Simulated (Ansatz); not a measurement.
# Ge (P6_3/mmc) in Ansatz: a series of runs

The runs below take Ge through single point, equation of state, with LDA.

Program: Ansatz 0.2.0. These are calculated values, not measurements. Logs are shortened: lines on timing, memory, paths and dates and some standing lists are left out, and cuts for length are marked.

### 1 Starting point

The structure is hexagonal, space group P6_3/mmc (No. 194). The conventional cell has a = 3.998 Å, b = 3.998 Å, c = 6.599 Å, α = 90.00°, β = 90.00°, γ = 120.00°. Around Ge (site symmetry 3m) lie 4 Ge at 2.45 to 2.47 Å.

This isn't the form of Ge at room conditions, which is diamond.

### 2 Single point, LDA, 21.46 Å³/atom (volume scaled by 0.94)

Input file input.yaml:

```yaml
crystal:
  lattice:
    - [3.9159795603, 0.0, 0.0]
    - [-1.9579897802, 3.39133778, 0.0]
    - [0.0, 0.0, 6.464658966]
  atoms:
    - { symbol: Ge, position: [0.3333333333, 0.6666666667, 0.93709875] }
    - { symbol: Ge, position: [0.6666666667, 0.3333333333, 0.43709875] }
    - { symbol: Ge, position: [0.3333333333, 0.6666666667, 0.56290125] }
    - { symbol: Ge, position: [0.6666666667, 0.3333333333, 0.06290125] }
hamiltonian:
  xc: lda
  pseudopotentials: { kind: paw }
kpoints:
  mp_grid: { grid: [8, 8, 4] }
scf:
  occupations: { method: fermi_dirac, width: 0.05 }
output:
  forces: true
  stress: true
  eigenvalues: true
```

Potentials or basis: Ansatz PAW.

Run with:

```bash
$ ansatz run input.yaml --threads 2 --pin off --max-ram 5632MiB --backend cpu --events-out ev --progress --plain --runs-dir out
```

Log:

```text
Warning: RAYON_NUM_THREADS=2 ignored (pool sized by the plan → 2); use --threads N
Engine: ansatz 0.2.0, x86_64-unknown-linux-gnu
Pseudopotentials: kind: paw
Pseudopotential: Ge, paw, valence charge 14, recommended cutoff 420 eV (normal), Ge.paw.azcp
Functional definition: SPW92
  exchange = slater_x
  correlation = pw_c
Crystal: 4 atoms, lattice volume = 85.853 Å³
Basis set: ecut = 420 eV, 1713 PW (Γ)
Bands: 34, of which v1, the nominal top of the filled ones, is band 28 counted from 1 (27 counted from 0)
Symmetry: 24 space group operations
Space group: P63/mmc (ITA 194), of the structure as read, at distance tolerance 4.4e-5 Å
k-points: 30 of 256
Non-local potential: Ge, projectors of the file, l = 0: 2, l = 1: 2, l = 2: 3, l = 3: 1
PAW form: soft (Blöchl's): semilocal exchange-correlation on the pseudo side does not see the compensation charge
PAW frozen core: Ge, regenerated for the run's functional, and the local potential with it (the file was generated under x = pbe(κ = 0.804, μ = 0.2195149727645171), c = pbe(β = 0.06672455060314922))
PAW one-centre angular grid: Ge, 590 points (default); XC on 64 Gauss nodes
Initial density: superposition of atomic densities (neutral atoms: chi_scale 0, normalization atom), corrected by the library's trained network
Initial wavefunctions: pseudopotential atomic-orbital guess
Functional: x = slater, c = lda
SCF iter   1: F=—  HF=-16862.791531 eV  |F-HF|=—  |Δ(HF+E_count)|=         —  Δρ=4.63e-3  dr2=7.73e-3  ethr=1.77e-3  ⟨swp⟩=6.0  Hψ=3838  notcnv=0
preconditioner: auto → Resta (q_TF=auto, 2.541 Å⁻¹)  ε∞=2.7  [insulator: Δε(μ)=0.166 eV  Ē_g=22.828 eV  σ=0.050 eV  W_gap=0.60  n_scr=22 (ndim 8)  ℏωp=30.0 eV  f_vac=0.058  D(μ)=0.14/eV (n_scr^D=0)  ε∞_Penn≈2.7]
SCF iter   2: F=—  HF=-16862.786363 eV  |F-HF|=—  |Δ(HF+E_count)|=   5.17e-3  Δρ=2.65e-3  dr2=2.40e-3  ethr=1.38e-5  ⟨swp⟩=1.3  Hψ=1397  notcnv=0
SCF iter   3: F=—  HF=-16862.785893 eV  |F-HF|=—  |Δ(HF+E_count)|=   4.70e-4  Δρ=5.27e-4  dr2=1.24e-4  ethr=4.28e-6  ⟨swp⟩=2.0  Hψ=1750  notcnv=0
SCF iter   4: F=—  HF=-16862.785762 eV  |F-HF|=—  |Δ(HF+E_count)|=   1.31e-4  Δρ=1.45e-4  dr2=9.37e-6  ethr=2.22e-7  ⟨swp⟩=2.0  Hψ=1836  notcnv=0
SCF iter   5: F=—  HF=-16862.785737 eV  |F-HF|=—  |Δ(HF+E_count)|=   2.48e-5  Δρ=3.70e-5  dr2=9.19e-7  ethr=1.67e-8  ⟨swp⟩=2.0  Hψ=1835  notcnv=0
SCF iter   6: F=—  HF=-16862.785736 eV  |F-HF|=—  |Δ(HF+E_count)|=   1.12e-6  Δρ=1.19e-5  dr2=1.04e-7  ethr=1.79e-10  ⟨swp⟩=6.5  Hψ=4366  notcnv=0
SCF iter   7: F=-16862.785736 eV  HF=-16862.785736 eV  |F-HF|=7.09e-9  |Δ(HF+E_count)|=   3.06e-8  Δρ=4.99e-6  dr2=1.23e-8  ethr=1.79e-10  ⟨swp⟩=3.9  Hψ=2988  notcnv=0
SCF 1 converged in 7 iterations: F = -16862.785736 eV  dr2 = 1.23e-8
SCF converged after 7 iterations
Free energy (F): -16862.785736 eV
Harris-Foulkes:  -16862.785736 eV  (|F-HF|=7.09e-9)
Internal energy: -16862.784492 eV  (E = F + TS)
E sigma→0 (E₀):  -16862.785114 eV
Entropy (-TS):   -0.001244 eV (-0.311 meV/atom)
Fermi energy:    9.130769 eV
--- Per-component energies (eV) ---
  E_band       = -585.059044
  E_kinetic    = 451.206404
  E_local      = -9763.611824  (includes V_loc(G=0)·N_el)
  E_nonlocal   = 1688.243386
  E_hartree    = 4286.207431
  E_xc         = -302.704529
  E_vxc        = -262.973515  (∫ρ·V_xc dr)
  E_paw        = -7766.508116  (= ΣΔE_a)
  E_vpaw       = -1270.329889  (= ΣTr[D̂ρ^β])
  E_aug_tail   = 0.001248  (compensation charges beyond the density's cutoff)
  E_ewald      = -5463.251796
  E_core_change = 7.633305  (= ΣΔE_core)
  E_smearing   = -0.001244  (= −TS)
  E_closure    = -0.000000  (closes the sum)
  Σ components = -16862.785736   (vs F -16862.785736, Δ=0.00e0)
--- Forces (eV/Å), atoms counted from 1 ---
  atom   1  Ge    -0.00000000    -0.00000000    -0.01529398
  atom   2  Ge    -0.00000000     0.00000000    -0.01529398
  atom   3  Ge     0.00000000    -0.00000000     0.01529398
  atom   4  Ge     0.00000000     0.00000000     0.01529398
  max |Σ_I F_I| component: 1.39e-17 eV/Å
--- Stress (GPa, compression-positive) ---
        2.620635      -0.000000       0.000000
       -0.000000       2.620635       0.000000
        0.000000       0.000000       2.277903
  P = ⅓ Tr σ = 2.5064 GPa (25.064 kbar)
--- Band table (eV; the first three rows and the last of 30) ---
  k-point 0: bands = ["-16.0698", "-16.0698", "-16.0252", "-16.0248", "-16.0248", "-16.0105", "-15.9965", "-15.9965", "-15.9347", "-15.9347", "-15.7876", "-15.7876", "-15.7744", "-15.7559", "-15.7513", "-15.7513", "-15.7267", "-15.7267", "-15.6940", "-15.6940", "-4.2644", "-2.0775", "1.0832", "7.4591", "7.4591", "8.8653", "8.9963", "9.1714", "9.1714", "9.3941", "11.2770", "11.2770", "11.8150", "13.6927"]
  k-point 1: bands = ["-16.0649", "-16.0649", "-16.0351", "-16.0351", "-16.0223", "-16.0118", "-15.9851", "-15.9851", "-15.9437", "-15.9437", "-15.7810", "-15.7810", "-15.7725", "-15.7594", "-15.7558", "-15.7558", "-15.7215", "-15.7215", "-15.6985", "-15.6985", "-4.0663", "-2.6445", "2.0523", "6.5291", "7.6337", "7.6337", "8.7818", "8.7818", "9.2053", "10.5482", "11.6644", "11.6644", "12.4187", "13.2599"]
  k-point 2: bands = ["-16.0517", "-16.0517", "-16.0517", "-16.0517", "-16.0161", "-16.0161", "-15.9640", "-15.9640", "-15.9640", "-15.9640", "-15.7674", "-15.7674", "-15.7674", "-15.7674", "-15.7668", "-15.7668", "-15.7096", "-15.7096", "-15.7096", "-15.7096", "-3.4907", "-3.4907", "4.0796", "4.0796", "8.1224", "8.1224", "8.1224", "8.1224", "9.8088", "9.8088", "12.4336", "12.4336", "12.4336", "12.4336"]
  k-point 29: bands = ["-16.0860", "-16.0860", "-16.0606", "-16.0606", "-15.9865", "-15.9865", "-15.9139", "-15.9139", "-15.8955", "-15.8955", "-15.8450", "-15.8450", "-15.8148", "-15.8148", "-15.7831", "-15.7831", "-15.6979", "-15.6979", "-15.6697", "-15.6697", "-1.0767", "-1.0767", "0.6950", "0.6950", "4.6007", "4.6007", "6.8258", "6.8258", "10.2916", "10.2916", "13.2213", "13.2213", "13.9067", "13.9067"]
```

Wall time 4.7 s (2 threads of Intel Xeon at 2.50GHz (Skylake/Cascade Lake), shared host); peak memory 0.39 GiB.

Results:

```
Free energy            : -16862.7857 eV
Pressure               : 2.5 GPa
Largest force          : 0.015 eV/Å
Band gap on the k mesh : none (metal or under the smearing width)
```

Caveat: the PAW data sets come from PBE, with cores solved anew for the run's functional, which leaves a small shift of forces and pressure.

### 3 Single point, LDA, 21.92 Å³/atom (volume scaled by 0.96)

input.yaml: that of step 2 with these lines changed.

```diff
@@ -2,5 +2,5 @@
   lattice:
-    - [3.9159795603, 0.0, 0.0]
-    - [-1.9579897802, 3.39133778, 0.0]
-    - [0.0, 0.0, 6.464658966]
+    - [3.9435577898, 0.0, 0.0]
+    - [-1.9717788949, 3.4152212273, 0.0]
+    - [0.0, 0.0, 6.5101862333]
   atoms:
```

Potentials or basis: Ansatz PAW.

Run with:

```bash
$ ansatz run input.yaml --threads 2 --pin off --max-ram 5632MiB --backend cpu --events-out ev --progress --plain --runs-dir out
```

Wall time 4.1 s (2 threads of Intel Xeon at 2.50GHz (Skylake/Cascade Lake), shared host); peak memory 0.39 GiB.

It converged, with:

```
Free energy            : -16862.8045 eV
Pressure               : 0.8 GPa
Largest force          : 0.007 eV/Å
Band gap on the k mesh : none (metal or under the smearing width)
```

Caveat: the PAW data sets come from PBE, with cores solved anew for the run's functional, which leaves a small shift of forces and pressure.

### 4 Single point, LDA, 22.38 Å³/atom (volume scaled by 0.98)

input.yaml: that of step 3 with these lines changed.

```diff
@@ -2,5 +2,5 @@
   lattice:
-    - [3.9435577898, 0.0, 0.0]
-    - [-1.9717788949, 3.4152212273, 0.0]
-    - [0.0, 0.0, 6.5101862333]
+    - [3.9707555995, 0.0, 0.0]
+    - [-1.9853777998, 3.4387752215, 0.0]
+    - [0.0, 0.0, 6.5550854883]
   atoms:
@@ -21 +21,5 @@
   eigenvalues: true
+  write_density: true
+  write_potential: true
+  elf: true
+  volumetric_format: npy
```

Run with:

```bash
$ ansatz run input.yaml --threads 2 --pin off --max-ram 5632MiB --backend cpu --events-out ev --progress --plain --runs-dir out
```

Run time: 6.3 s. Hardware: 2 threads of Intel Xeon at 2.50GHz (Skylake/Cascade Lake), shared host; peak memory 0.4 GiB.

Results (log left out):

```
Free energy            : -16862.8055 eV
Pressure               : -0.6 GPa
Largest force          : 0.003 eV/Å
Band gap on the k mesh : 0.09 eV, indirect (least direct gap 0.16 eV)
```

Caveat: the PAW data sets come from PBE, with cores solved anew for the run's functional, which leaves a small shift of forces and pressure.

### 5 Single point, LDA, 22.83 Å³/atom

input.yaml: that of step 4 with these lines changed.

```diff
@@ -2,5 +2,5 @@
   lattice:
-    - [3.9707555995, 0.0, 0.0]
-    - [-1.9853777998, 3.4387752215, 0.0]
-    - [0.0, 0.0, 6.5550854883]
+    - [3.9975858431, 0.0, 0.0]
+    - [-1.9987929216, 3.462010894, 0.0]
+    - [0.0, 0.0, 6.59937795]
   atoms:
```

Run with:

```bash
$ ansatz run input.yaml --threads 2 --pin off --max-ram 5632MiB --backend cpu --events-out ev --progress --plain --runs-dir out
```

Run time: 5.8 s. Hardware: 2 threads of Intel Xeon at 2.50GHz (Skylake/Cascade Lake), shared host; peak memory 0.4 GiB.

Results (log left out):

```
Free energy            : -16862.7909 eV
Pressure               : -1.9 GPa
Largest force          : 0.003 eV/Å
Band gap on the k mesh : 0.15 eV, indirect (least direct gap 0.23 eV)
```

Caveat: the PAW data sets come from PBE, with cores solved anew for the run's functional, which leaves a small shift of forces and pressure.

### 6 Single point, LDA, 23.29 Å³/atom (volume scaled by 1.02)

input.yaml: that of step 5 with these lines changed.

```diff
@@ -2,5 +2,5 @@
   lattice:
-    - [3.9975858431, 0.0, 0.0]
-    - [-1.9987929216, 3.462010894, 0.0]
-    - [0.0, 0.0, 6.59937795]
+    - [4.0240606931, 0.0, 0.0]
+    - [-2.0120303466, 3.4849387866, 0.0]
+    - [0.0, 0.0, 6.6430837134]
   atoms:
```

Potentials or basis: Ansatz PAW.

Run with:

```bash
$ ansatz run input.yaml --threads 2 --pin off --max-ram 5632MiB --backend cpu --events-out ev --progress --plain --runs-dir out
```

Wall time 6.4 s (2 threads of Intel Xeon at 2.50GHz (Skylake/Cascade Lake), shared host); peak memory 0.4 GiB.

The run converged. Its results:

```yaml
Free_energy: -16862.7621 eV
Pressure: -3.1 GPa
Largest_force: 0.012 eV/Å
Band_gap_on_the_k_mesh: 0.10 eV, indirect (least direct gap 0.18 eV)
```

Caveat: the PAW data sets come from PBE, with cores solved anew for the run's functional, which leaves a small shift of forces and pressure.

### 7 Single point, LDA, 23.75 Å³/atom (volume scaled by 1.04)

input.yaml: that of step 6 with these lines changed.

```diff
@@ -2,5 +2,5 @@
   lattice:
-    - [4.0240606931, 0.0, 0.0]
-    - [-2.0120303466, 3.4849387866, 0.0]
-    - [0.0, 0.0, 6.6430837134]
+    - [4.0501916895, 0.0, 0.0]
+    - [-2.0250958448, 3.5075688934, 0.0]
+    - [0.0, 0.0, 6.6862218294]
   atoms:
```

Run with:

```bash
$ ansatz run input.yaml --threads 2 --pin off --max-ram 5632MiB --backend cpu --events-out ev --progress --plain --runs-dir out
```

It took 5.1 s on 2 threads of Intel Xeon at 2.50GHz (Skylake/Cascade Lake), shared host; peak memory 0.41 GiB.

It converged, with:

```
Free energy            : -16862.7205 eV
Pressure               : -4.2 GPa
Largest force          : 0.022 eV/Å
Band gap on the k mesh : none (metal or under the smearing width)
```

Caveat: the PAW data sets come from PBE, with cores solved anew for the run's functional, which leaves a small shift of forces and pressure.

### 8 Single point, LDA, 24.20 Å³/atom (volume scaled by 1.06)

input.yaml: that of step 7 with these lines changed.

```diff
@@ -2,5 +2,5 @@
   lattice:
-    - [4.0501916895, 0.0, 0.0]
-    - [-2.0250958448, 3.5075688934, 0.0]
-    - [0.0, 0.0, 6.6862218294]
+    - [4.0759897844, 0.0, 0.0]
+    - [-2.0379948922, 3.5299106989, 0.0]
+    - [0.0, 0.0, 6.7288103778]
   atoms:
@@ -21,5 +21 @@
   eigenvalues: true
-  write_density: true
-  write_potential: true
-  elf: true
-  volumetric_format: npy
```

Run with:

```bash
$ ansatz run input.yaml --threads 2 --pin off --max-ram 5632MiB --backend cpu --events-out ev --progress --plain --runs-dir out
```

It took 4 s on 2 threads of Intel Xeon at 2.50GHz (Skylake/Cascade Lake), shared host; peak memory 0.4 GiB.

The run converged. Its results:

- Free energy: -16862.6677 eV
- Pressure: -5.1 GPa
- Largest force: 0.030 eV/Å
- Band gap on the k mesh: none (metal or under the smearing width)

Caveat: the PAW data sets come from PBE, with cores solved anew for the run's functional, which leaves a small shift of forces and pressure.

### 9 Equation of state, LDA

Potentials or basis: Ansatz PAW.

This step only gathers the single runs of the series.

What came out:

```yaml
Equilibrium_volume: 22.18 Å³/atom
Bulk_modulus_at_fixed_shape_and_positions: 70 GPa
Pressure_derivative_of_the_bulk_modulus: 4.4
```

Energy against volume, from the lowest point:
| volume (Å³/atom) | energy (meV/atom) |
| --- | --- |
| 21.463 | 4.93 |
| 21.920 | 0.24 |
| 22.377 | 0.00 |
| 22.833 | 3.65 |
| 23.290 | 10.86 |
| 23.747 | 21.24 |
| 24.203 | 34.44 |

Caveat: the cell was scaled at fixed shape and fractional positions, which overstates the stiffness of a crystal with free parameters, most of all of layers and chains.
